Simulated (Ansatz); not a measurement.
# Binding across the interface in Li-Al alloy (310) slab with Au (62 atoms)

Aim: the interaction energy between the two parts of Li-Al alloy (310) slab with Au (62 atoms) and its distance dependence.

Method: Kohn-Sham DFT, PBE+D4, PAW (set soft_2, large core), plane waves, in Ansatz 0.2.0.

### 1. The structure

The cell holds 62 atoms: 45 Li, 9 Al and 8 Au. Cell: a = 10.530 Å, b = 11.641 Å, c = 23.217 Å, α = 90.0°, β = 90.0°, γ = 107.5°. It derives from Li (bcc) and Al. Bcc Li (a = 3.51 Å), (310) slab of 9 repeat layers, 3 x 2 surface cells, 12 Å of vacuum; 9 atoms Al at random; 8 Au on hollow sites; displaced by a Gaussian of 0.03 Å. Regions: slab, 54 atoms (45 Li and 9 Al); Au adsorbates, 8 atoms (8 Au). Vacuum lies along c.

Limits known from the start: No spin–orbit coupling is included, so levels derived from the heavy atoms are approximate.

### 2. Single point at the start

A single point comes first, to see the forces before anything moves.

input.yaml reads:

```yaml
crystal:
  lattice:
    - [10.53, 0.0, 0.0]
    - [-3.51, 11.09959, 0.0]
    - [0.0, 0.0, 23.217]
  atoms:
    - { symbol: Li, position: [0.99811, 0.49639, 0.25653] }
    - { symbol: Li, position: [0.42743, 0.79885, 0.30496] }
    - { symbol: Li, position: [0.19697, 0.59823, 0.35403] }
    - { symbol: Al, position: [0.63295, 0.90385, 0.40047] }
    - { symbol: Li, position: [0.40266, 0.70435, 0.44818] }
    - { symbol: Li, position: [0.16812, 0.50088, 0.49822] }
    - { symbol: Li, position: [0.60012, 0.80132, 0.54351] }
    - { symbol: Li, position: [0.36161, 0.6015, 0.59464] }
    - { symbol: Li, position: [0.8012, 0.89884, 0.64099] }
    - { symbol: Li, position: [0.33072, 0.49414, 0.25849] }
    - { symbol: Li, position: [0.76734, 0.80028, 0.30777] }
    - { symbol: Al, position: [0.53502, 0.60236, 0.35336] }
    - { symbol: Li, position: [0.96659, 0.89718, 0.40299] }
    - { symbol: Li, position: [0.73271, 0.70027, 0.45049] }
    - { symbol: Al, position: [0.49588, 0.49899, 0.49672] }
    - { symbol: Li, position: [0.93659, 0.80444, 0.54728] }
    - { symbol: Al, position: [0.70313, 0.601, 0.59439] }
    - { symbol: Li, position: [0.13311, 0.90097, 0.63975] }
    - { symbol: Li, position: [0.00282, 0.00031, 0.25716] }
    - { symbol: Li, position: [0.42683, 0.30147, 0.30362] }
    - { symbol: Al, position: [0.19551, 0.10129, 0.35439] }
    - { symbol: Li, position: [0.63853, 0.40112, 0.40375] }
    - { symbol: Li, position: [0.39697, 0.1989, 0.44742] }
    - { symbol: Li, position: [0.16875, 0.00043, 0.49773] }
    - { symbol: Li, position: [0.6031, 0.30182, 0.54559] }
    - { symbol: Al, position: [0.36583, 0.09935, 0.59309] }
    - { symbol: Li, position: [0.80638, 0.40038, 0.64056] }
    - { symbol: Li, position: [0.66336, 0.50047, 0.25796] }
    - { symbol: Al, position: [0.10125, 0.80159, 0.30586] }
    - { symbol: Al, position: [0.86634, 0.59748, 0.35279] }
    - { symbol: Li, position: [0.2955, 0.90349, 0.40293] }
    - { symbol: Li, position: [0.06661, 0.70254, 0.45054] }
    - { symbol: Li, position: [0.83323, 0.49685, 0.49899] }
    - { symbol: Li, position: [0.26957, 0.80189, 0.54404] }
    - { symbol: Li, position: [0.03289, 0.60302, 0.59558] }
    - { symbol: Li, position: [0.46657, 0.90156, 0.64265] }
    - { symbol: Li, position: [0.33709, 0.99737, 0.2612] }
    - { symbol: Li, position: [0.76918, 0.30037, 0.30753] }
    - { symbol: Al, position: [0.53272, 0.10359, 0.3537] }
    - { symbol: Li, position: [0.97238, 0.40213, 0.40244] }
    - { symbol: Li, position: [0.73624, 0.20228, 0.44949] }
    - { symbol: Li, position: [0.50071, 0.00242, 0.49611] }
    - { symbol: Li, position: [0.93084, 0.2991, 0.54455] }
    - { symbol: Li, position: [0.70403, 0.10211, 0.59167] }
    - { symbol: Li, position: [0.13548, 0.40263, 0.64568] }
    - { symbol: Li, position: [0.67062, 0.0041, 0.25916] }
    - { symbol: Li, position: [0.10116, 0.29926, 0.30668] }
    - { symbol: Li, position: [0.86505, 0.09953, 0.3532] }
    - { symbol: Li, position: [0.29719, 0.39929, 0.40099] }
    - { symbol: Li, position: [0.06751, 0.20102, 0.45262] }
    - { symbol: Li, position: [0.83535, 0.00389, 0.499] }
    - { symbol: Li, position: [0.26907, 0.30232, 0.54613] }
    - { symbol: Li, position: [0.03729, 0.0996, 0.59577] }
    - { symbol: Li, position: [0.4663, 0.39861, 0.6405] }
    - { symbol: Au, position: [0.36722, 0.76852, 0.73229] }
    - { symbol: Au, position: [0.70499, 0.76821, 0.73422] }
    - { symbol: Au, position: [0.03088, 0.42947, 0.73972] }
    - { symbol: Au, position: [0.51117, 0.53361, 0.73455] }
    - { symbol: Au, position: [0.22628, 0.16638, 0.66688] }
    - { symbol: Au, position: [0.88683, 0.17175, 0.67264] }
    - { symbol: Au, position: [0.55473, 0.16712, 0.67293] }
    - { symbol: Au, position: [0.03063, 0.76189, 0.7328] }
kpoints:
  mp_grid: { grid: [2, 2, 1] }
hamiltonian:
  xc: pbe
  dispersion: d4
  pseudopotentials: { kind: paw, core: large }
scf:
  occupations: { method: methfessel_paxton, width: 0.15 }
output:
  forces: true
```

Run with:

```sh
$ ansatz run input.yaml --threads 8 --pin off --max-ram 15872MiB --backend cpu --events-out ev --progress --plain --runs-dir out
```

Numbers of over 12 decimals in the logs are rounded to 6 here.

What it wrote:

```text
Engine: ansatz 0.2.0, aarch64-unknown-linux-gnu
Pseudopotentials: kind: paw
Pseudopotential: Li, paw, valence charge 3, recommended cutoff 420 eV (normal), Li.paw.azcp
Pseudopotential: Al, paw, valence charge 3, recommended cutoff 420 eV (normal), Al.paw.azcp
Pseudopotential: Au, paw, valence charge 11, recommended cutoff 420 eV (normal), Au.paw.azcp#standard-large-core
[... 5 lines on functional and potentials left out ...]
Crystal: 62 atoms, lattice volume = 2713.572 Å³
Basis set: ecut = 420 eV, 53037 PW (Γ), exchange–correlation on 144×160×320 points (8 copies of the dense FFT grid, shifted against one another)
Bands: 187, of which v1, the nominal top of the filled ones, is band 125 counted from 1 (124 counted from 0)
Symmetry: 1 space group operations
Space group: P1 (ITA 1), of the structure as read, at distance tolerance 1.4e-4 Å
k-points: 4
[... 7 lines on functional and potentials left out ...]
Initial density: superposition of atomic densities (neutral atoms: chi_scale 0, normalization atom)
Initial wavefunctions: pseudopotential atomic-orbital guess
Functional: x = pbe(κ = 0.804, μ = 0.219515), c = pbe(β = 0.066725)
SCF iter   1: F=—  HF=-98854.630608 eV  |F-HF|=—  |Δ(HF+E_count)|=         —  Δρ=2.00e-2  dr2=8.59e1  ethr=3.10e-3  ⟨swp⟩=13.5  Hψ=4926  notcnv=0
preconditioner: auto → LDOS  [metal: Δε(μ)=0.038 eV  Ē_g=4.339 eV  σ=0.150 eV  W_gap=0.21  n_scr=282 (ndim 8)  ℏωp=9.0 eV  f_vac=0.376  D(μ)=30.74/eV (n_scr^D=128)  β→1.0]
SCF iter   2: F=—  HF=-98850.912375 eV  |F-HF|=—  |Δ(HF+E_count)|=    3.72e0  S|Δr|=    0.00e0  Δρ=1.66e-2  dr2=6.01e1  ethr=3.10e-3  ⟨swp⟩=3.0  Hψ=1776  notcnv=0  defer=187
SCF iter   3: F=—  HF=-98845.759584 eV  |F-HF|=—  |Δ(HF+E_count)|=    5.15e0  S|Δr|=    0.00e0  Δρ=4.77e-3  dr2=3.15e0  ethr=3.10e-3  ⟨swp⟩=3.0  Hψ=1287  notcnv=0  defer=182
SCF iter   4: F=—  HF=-98845.357961 eV  |F-HF|=—  |Δ(HF+E_count)|=   4.02e-1  S|Δr|=    0.00e0  Δρ=1.87e-3  dr2=3.22e-1  ethr=1.26e-3  ⟨swp⟩=2.0  Hψ=1085  notcnv=0  defer=182
SCF iter   5: F=—  HF=-98845.329714 eV  |F-HF|=—  |Δ(HF+E_count)|=   2.82e-2  S|Δr|=    0.00e0  Δρ=6.56e-4  dr2=4.24e-2  ethr=1.29e-4  ⟨swp⟩=2.0  Hψ=939  notcnv=0  defer=182
SCF iter   6: F=—  HF=-98845.332246 eV  |F-HF|=—  |Δ(HF+E_count)|=   2.53e-3  S|Δr|=    0.00e0  Δρ=3.51e-4  dr2=8.86e-3  ethr=1.69e-5  ⟨swp⟩=2.0  Hψ=840  notcnv=0  defer=182
SCF iter   7: F=—  HF=-98845.331963 eV  |F-HF|=—  |Δ(HF+E_count)|=   2.83e-4  S|Δr|=    0.00e0  Δρ=1.27e-4  dr2=1.62e-3  ethr=3.54e-6  ⟨swp⟩=2.0  Hψ=863  notcnv=0  defer=182
SCF iter   8: F=—  HF=-98845.332238 eV  |F-HF|=—  |Δ(HF+E_count)|=   2.76e-4  S|Δr|=    0.00e0  Δρ=6.12e-5  dr2=3.88e-4  ethr=6.49e-7  ⟨swp⟩=2.0  Hψ=888  notcnv=0  defer=182
SCF iter   9: F=—  HF=-98845.332291 eV  |F-HF|=—  |Δ(HF+E_count)|=   5.23e-5  S|Δr|=    0.00e0  Δρ=2.36e-5  dr2=3.63e-5  ethr=1.55e-7  ⟨swp⟩=2.2  Hψ=890  notcnv=0  defer=182
SCF iter  10: F=—  HF=-98845.332472 eV  |F-HF|=—  |Δ(HF+E_count)|=   1.81e-4  S|Δr|=    0.00e0  Δρ=1.15e-5  dr2=8.28e-6  ethr=1.45e-8  ⟨swp⟩=2.0  Hψ=992  notcnv=0  defer=183
SCF iter  11: F=—  HF=-98845.332475 eV  |F-HF|=—  |Δ(HF+E_count)|=   2.92e-6  S|Δr|=    0.00e0  Δρ=4.96e-6  dr2=1.77e-6  ethr=3.31e-9  ⟨swp⟩=2.0  Hψ=935  notcnv=0  defer=183
SCF iter  12: F=—  HF=-98845.332475 eV  |F-HF|=—  |Δ(HF+E_count)|=   8.23e-7  S|Δr|=    0.00e0  Δρ=1.77e-6  dr2=2.31e-7  ethr=7.06e-10  ⟨swp⟩=2.0  Hψ=905  notcnv=0  defer=183
SCF iter  13: F=-98845.332476 eV  HF=-98845.332476 eV  |F-HF|=4.83e-8  |Δ(HF+E_count)|=   1.46e-7  S|Δr|=    0.00e0  Δρ=1.26e-6  dr2=9.99e-8  ethr=4.00e-11  ⟨swp⟩=4.0  Hψ=1923  notcnv=0
WARN: dispersion: an atom stands within reach of a switch of its C6 between two reference coordination numbers of its element: through that C6 alone, e_disp changes by 0.025 eV or more while the distances to its neighbours run over a stretch of 0.05 Å that contains this geometry (sites counted from 0 in the run's list of atoms or, [...]
SCF 1 converged in 13 iterations: F = -98845.332476 eV  dr2 = 9.99e-8
  greatest PAW one-centre occupation: 1.000 electrons in one spin orbital (limit 2), on the Li atom at site 9 (counted from 0), in its partial waves of l = 0
SCF converged after 13 iterations
Stability not checked: this state was not tested for a lower state beside it, because cold or Methfessel-Paxton smearing, or corrected tetrahedra, fill the levels in a way that the test cannot read (fill_not_monotonic; see scf.lower_state_search)
Free energy (F): -98845.332476 eV
Harris-Foulkes:  -98845.332476 eV  (|F-HF|=4.83e-8)
Internal energy: -98845.336236 eV  (E = F + TS)
E sigma→0 (E₀):  -98845.333416 eV
Entropy (-TS):   0.003761 eV (0.061 meV/atom)
Fermi energy:    -0.646957 eV
Step filling:    the computed levels leave a gap of 0.0040 eV = 0.0 smearing widths at the electron count; against every level under it full and every level over it empty, smearing changes F+E_penalty+E_count by -3.427 meV and its σ→0 estimate by -4.367 meV
--- Per-component energies (eV) ---
  E_band       = -4745.420248
  E_kinetic    = 3857.367649
  E_local      = -51677.584728  (includes V_loc(G=0)·N_el)
  E_nonlocal   = 322.352165
  E_hartree    = 23129.914904
  E_xc         = -3234.025551
  E_vxc        = -1953.198243  (∫ρ·V_xc dr)
  E_paw        = -81984.098004  (= ΣΔE_a)
  E_vpaw       = -1554.185371  (= ΣTr[D̂ρ^β])
  E_aug_tail   = 0.002960  (compensation charges beyond the density's cutoff)
  E_ewald      = 10744.044223
  E_disp       = -3.309855  (pairwise vdW)
  E_smearing   = 0.003761  (= −TS)
  E_closure    = 0.000000  (closes the sum)
  Σ components = -98845.332476   (vs F -98845.332476, Δ=0.00e0)
--- Forces (eV/Å), atoms counted from 1 ---
  atom   1  Li    -0.04625956     0.29764867     0.21886600
  atom   2  Li     0.06635301    -0.07738401     0.27969747
  atom   3  Li    -0.08536781     0.12907287    -0.07716660
  atom   4  Al    -0.04682892     0.09235930    -0.10263693
  atom   5  Li     0.21499716    -0.07138109    -0.07552489
  atom   6  Li     0.16133224     0.01125026     0.12446521
  atom   7  Li     0.14888151    -0.21131901    -0.20790631
  atom   8  Li     0.32084157     0.07378048     0.26321013
  atom   9  Li    -0.01076933    -0.05384580     0.56951617
  atom  10  Li     0.07952103     0.27976512     0.19254732
  atom  11  Li     0.06083480    -0.22400101     0.18361839
  atom  12  Al     0.13215764    -0.06384114     0.18244475
  atom  13  Li     0.00173622     0.01100772    -0.22546055
  atom  14  Li    -0.16651000    -0.15661278    -0.18254930
[...]
atom  61  Au    -0.13367927    -0.01728526    -1.06545226
  atom  62  Au    -0.12549745     0.03894713    -0.82193322
  max |Σ_I F_I| component: 4.67e-5 eV/Å
```

It took 23 s on 8 threads of Arm Neoverse V2, shared host; peak memory 9.9 GiB; 2.9 min of CPU time.

The program notes that potentials were chosen by core size and the dispersion model switches parameters near this geometry.

The r.m.s. force at the start is 0.26 eV/Å.

### 3. Relaxation

With the cell held, the atoms are moved downhill towards a nearby minimum.

input.yaml reads:

```yaml
crystal:
  lattice:
    - [10.53, 0.0, 0.0]
    - [-3.51, 11.09959, 0.0]
    - [0.0, 0.0, 23.217]
  atoms:
    [... the 62 atom lines of step 2 ...]
kpoints:
  mp_grid: { grid: [2, 2, 1] }
hamiltonian:
  xc: pbe
  dispersion: d4
  pseudopotentials: { kind: paw, core: large }
scf:
  occupations: { method: methfessel_paxton, width: 0.15 }
output:
  forces: true
relax:
  f_tol: 0.05
  max_steps: 120
```

What it wrote:

```text
[...]
Crystal: 62 atoms, lattice volume = 2713.572 Å³
Basis set: ecut = 420 eV, 53037 PW (Γ), exchange–correlation on 144×160×320 points (8 copies of the dense FFT grid, shifted against one another)
Bands: 187, of which v1, the nominal top of the filled ones, is band 125 counted from 1 (124 counted from 0)
Symmetry: 1 space group operations
[...]
k-points: 4
[...]
SCF iter   1: F=—  HF=-98854.630608 eV  |F-HF|=—  |Δ(HF+E_count)|=         —  Δρ=2.00e-2  dr2=8.59e1  ethr=3.10e-3  ⟨swp⟩=13.5  Hψ=4926  notcnv=0
[...]
SCF iter   9: F=-98845.332458 eV  HF=-98845.332454 eV  |F-HF|=3.68e-6  |Δ(HF+E_count)|=   3.97e-5  S|Δr|=    0.00e0  Δρ=2.35e-5  dr2=3.60e-5  ethr=2.50e-8  ⟨swp⟩=3.0  Hψ=2144  notcnv=0
[...]
SCF 1 converged in 9 iterations: F = -98845.332458 eV  dr2 = 3.60e-5
[...]
relax step   1: F+E_penalty+E_count = -98845.33245807 eV  Δ(F+E_penalty+E_count) = +0.000e0 eV  max|allowed force component| = 1.065e0 eV/Å  Δτ_max = 0.0000 Å  (9 SCF iters, dr2 threshold 6.25e-5 eV, accepted)
[...]
relax step   2: F+E_penalty+E_count = -98847.36639548 eV  Δ(F+E_penalty+E_count) = -2.034e0 eV  max|allowed force component| = 8.104e-1 eV/Å  Δτ_max = 0.1944 Å  (7 SCF iters, dr2 threshold 7.09e-5 eV, accepted)
[...]
relax step   3: F+E_penalty+E_count = -98848.90732147 eV  Δ(F+E_penalty+E_count) = -1.541e0 eV  max|allowed force component| = 8.090e-1 eV/Å  Δτ_max = 0.1950 Å  (7 SCF iters, dr2 threshold 4.10e-5 eV, accepted)
relax step   4: F+E_penalty+E_count = -98850.14277221 eV  Δ(F+E_penalty+E_count) = -1.235e0 eV  max|allowed force component| = 8.390e-1 eV/Å  Δτ_max = 0.1951 Å  (6 SCF iters, dr2 threshold 1.00e-4 eV, accepted)
relax step   5: F+E_penalty+E_count = -98851.19537136 eV  Δ(F+E_penalty+E_count) = -1.053e0 eV  max|allowed force component| = 7.569e-1 eV/Å  Δτ_max = 0.1950 Å  (7 SCF iters, dr2 threshold 1.00e-4 eV, accepted)
relax step   6: F+E_penalty+E_count = -98852.09005349 eV  Δ(F+E_penalty+E_count) = -8.947e-1 eV  max|allowed force component| = 6.141e-1 eV/Å  Δτ_max = 0.1950 Å  (6 SCF iters, dr2 threshold 1.00e-4 eV, accepted)
relax step   7: F+E_penalty+E_count = -98852.82128072 eV  Δ(F+E_penalty+E_count) = -7.312e-1 eV  max|allowed force component| = 5.706e-1 eV/Å  Δτ_max = 0.1972 Å  (6 SCF iters, dr2 threshold 1.00e-4 eV, accepted)
relax step   8: F+E_penalty+E_count = -98853.46594410 eV  Δ(F+E_penalty+E_count) = -6.447e-1 eV  max|allowed force component| = 5.582e-1 eV/Å  Δτ_max = 0.1950 Å  (6 SCF iters, dr2 threshold 1.00e-4 eV, accepted)
relax step   9: F+E_penalty+E_count = -98854.03390270 eV  Δ(F+E_penalty+E_count) = -5.680e-1 eV  max|allowed force component| = 5.615e-1 eV/Å  Δτ_max = 0.1950 Å  (7 SCF iters, dr2 threshold 1.00e-4 eV, accepted)
relax step  10: F+E_penalty+E_count = -98854.68496521 eV  Δ(F+E_penalty+E_count) = -6.511e-1 eV  max|allowed force component| = 5.075e-1 eV/Å  Δτ_max = 0.2000 Å  (6 SCF iters, dr2 threshold 1.00e-4 eV, accepted)
relax step  11: F+E_penalty+E_count = -98855.21649493 eV  Δ(F+E_penalty+E_count) = -5.315e-1 eV  max|allowed force component| = 3.694e-1 eV/Å  Δτ_max = 0.1949 Å  (6 SCF iters, dr2 threshold 1.00e-4 eV, accepted)
relax step  12: F+E_penalty+E_count = -98855.73914520 eV  Δ(F+E_penalty+E_count) = -5.227e-1 eV  max|allowed force component| = 4.273e-1 eV/Å  Δτ_max = 0.1952 Å  (6 SCF iters, dr2 threshold 7.23e-5 eV, accepted)
relax step  13: F+E_penalty+E_count = -98856.16971208 eV  Δ(F+E_penalty+E_count) = -4.306e-1 eV  max|allowed force component| = 3.638e-1 eV/Å  Δτ_max = 0.1951 Å  (6 SCF iters, dr2 threshold 9.67e-5 eV, accepted)
relax step  14: F+E_penalty+E_count = -98856.53857617 eV  Δ(F+E_penalty+E_count) = -3.689e-1 eV  max|allowed force component| = 2.086e-1 eV/Å  Δτ_max = 0.1950 Å  (6 SCF iters, dr2 threshold 9.59e-5 eV, accepted)
relax step  15: F+E_penalty+E_count = -98856.89568501 eV  Δ(F+E_penalty+E_count) = -3.571e-1 eV  max|allowed force component| = 1.628e-1 eV/Å  Δτ_max = 0.1952 Å  (8 SCF iters, dr2 threshold 1.43e-5 eV, accepted)
relax step  16: F+E_penalty+E_count = -98857.18780322 eV  Δ(F+E_penalty+E_count) = -2.921e-1 eV  max|allowed force component| = 1.457e-1 eV/Å  Δτ_max = 0.1951 Å  (8 SCF iters, dr2 threshold 8.72e-6 eV, accepted)
relax step  17: F+E_penalty+E_count = -98857.48416663 eV  Δ(F+E_penalty+E_count) = -2.964e-1 eV  max|allowed force component| = 1.427e-1 eV/Å  Δτ_max = 0.2000 Å  (8 SCF iters, dr2 threshold 1.29e-5 eV, accepted)
relax step  18: F+E_penalty+E_count = -98857.67250447 eV  Δ(F+E_penalty+E_count) = -1.883e-1 eV  max|allowed force component| = 1.270e-1 eV/Å  Δτ_max = 0.1945 Å  (8 SCF iters, dr2 threshold 1.63e-5 eV, accepted)
relax step  19: F+E_penalty+E_count = -98857.79305960 eV  Δ(F+E_penalty+E_count) = -1.206e-1 eV  max|allowed force component| = 1.012e-1 eV/Å  Δτ_max = 0.1904 Å  (7 SCF iters, dr2 threshold 1.28e-5 eV, accepted)
relax step  20: F+E_penalty+E_count = -98857.90460586 eV  Δ(F+E_penalty+E_count) = -1.115e-1 eV  max|allowed force component| = 1.063e-1 eV/Å  Δτ_max = 0.2000 Å  (8 SCF iters, dr2 threshold 6.51e-6 eV, accepted)
relax step  21: F+E_penalty+E_count = -98857.97832414 eV  Δ(F+E_penalty+E_count) = -7.372e-2 eV  max|allowed force component| = 6.913e-2 eV/Å  Δτ_max = 0.1939 Å  (8 SCF iters, dr2 threshold 7.18e-6 eV, accepted)
relax step  22: F+E_penalty+E_count = -98858.04626478 eV  Δ(F+E_penalty+E_count) = -6.794e-2 eV  max|allowed force component| = 4.763e-2 eV/Å  Δτ_max = 0.2000 Å  (10 SCF iters, accepted)
relax step  23: F+E_penalty+E_count = -98858.08486579 eV  Δ(F+E_penalty+E_count) = -3.860e-2 eV  max|allowed force component| = 4.498e-2 eV/Å  Δτ_max = 0.1932 Å  (10 SCF iters, accepted)
relax step  24: F+E_penalty+E_count = -98858.06860922 eV  Δ(F+E_penalty+E_count) = +1.626e-2 eV  max|allowed force component| = 1.643e-1 eV/Å  Δτ_max = 0.1806 Å  (10 SCF iters, rejected (line search))
relax step  25: F+E_penalty+E_count = -98858.10236899 eV  Δ(F+E_penalty+E_count) = -1.750e-2 eV  max|allowed force component| = 3.224e-2 eV/Å  Δτ_max = 0.0814 Å  (9 SCF iters, accepted)
[...]
relax step  26: F+E_penalty+E_count = -98858.10801256 eV  Δ(F+E_penalty+E_count) = -5.644e-3 eV  max|allowed force component| = 3.498e-2 eV/Å  Δτ_max = 0.0613 Å  (9 SCF iters, accepted)
dispersion: the relaxed geometry stands within reach of a switch of an atom's C6, across which e_disp changes (each atom's share, over what another start of this relaxation can change, counted as every distance, on this fixed cell: site 0 (Li), [...]
SCF converged after 9 iterations
[...]
Free energy (F): -98858.108013 eV
[...]
Internal energy: -98858.094286 eV  (E = F + TS)
E sigma→0 (E₀):  -98858.104581 eV
Entropy (-TS):   -0.013726 eV (-0.221 meV/atom)
Fermi energy:    -0.194799 eV
[...]
--- Forces (eV/Å), atoms counted from 1 ---
  atom   1  Li     0.00049136     0.00909326    -0.00150656
  atom   2  Li    -0.00047601    -0.00290659     0.00267654
  atom   3  Li    -0.00492802     0.00866799    -0.00997794
  atom   4  Al    -0.01538082     0.00549475     0.01368530
  atom   5  Li    -0.00601203     0.00827759     0.01781322
  atom   6  Li    -0.00191091    -0.00680279    -0.01023655
  atom   7  Li    -0.02160007    -0.01301444     0.00149780
  atom   8  Li     0.01575239    -0.00986825     0.01310775
  atom   9  Li    -0.00448349    -0.00080606    -0.00492297
  atom  10  Li    -0.00591598     0.00661199     0.00075666
  atom  11  Li    -0.00840434    -0.00337190     0.00381810
  atom  12  Al    -0.00918821    -0.00780087     0.00503088
  atom  13  Li     0.00789528     0.00186828     0.00357844
  atom  14  Li    -0.00591592    -0.00278306    -0.01412616
[...]
atom  61  Au     0.00006001    -0.01378702    -0.00940227
  atom  62  Au    -0.00601351     0.01261832     0.02209699
  max |Σ_I F_I| component: 1.17e-4 eV/Å
--- Relaxed structure (26 steps of the walk, 25 accepted, 0 SCFs on fresh bases) ---
  F+E_penalty+E_count = -98858.10801256 eV   max|allowed force component| = 3.498e-2 eV/Å
  atoms:
    - { symbol: Li, position: [0.997773, 0.522362, 0.296995] }
    - { symbol: Li, position: [0.411914, 0.794164, 0.334738] }
    - { symbol: Li, position: [0.215933, 0.591187, 0.373731] }
    - { symbol: Al, position: [0.651673, 0.871498, 0.398707] }
[...]
- { symbol: Au, position: [-0.010379, 0.716077, 0.655928] }
```

Run time: 6 min. Hardware: 8 threads; peak memory 9.9 GiB.

Notices of the run: relaxed geometry near dispersion switch.

The relaxation converged after 26 steps, 12.8 eV below its start, with a largest force component of 0.035 eV/Å.

[end of part 1 of 3]

[Logs are printed without paths, hosts, clocks, repeated set-up lines and the standing remarks that a program may print on its own settings, such as how far it seeks lower states.]

[Hosts, paths, dates, database ids (printed as entryN), source tags and the programs' standing remarks are cut or masked in the printed files.]
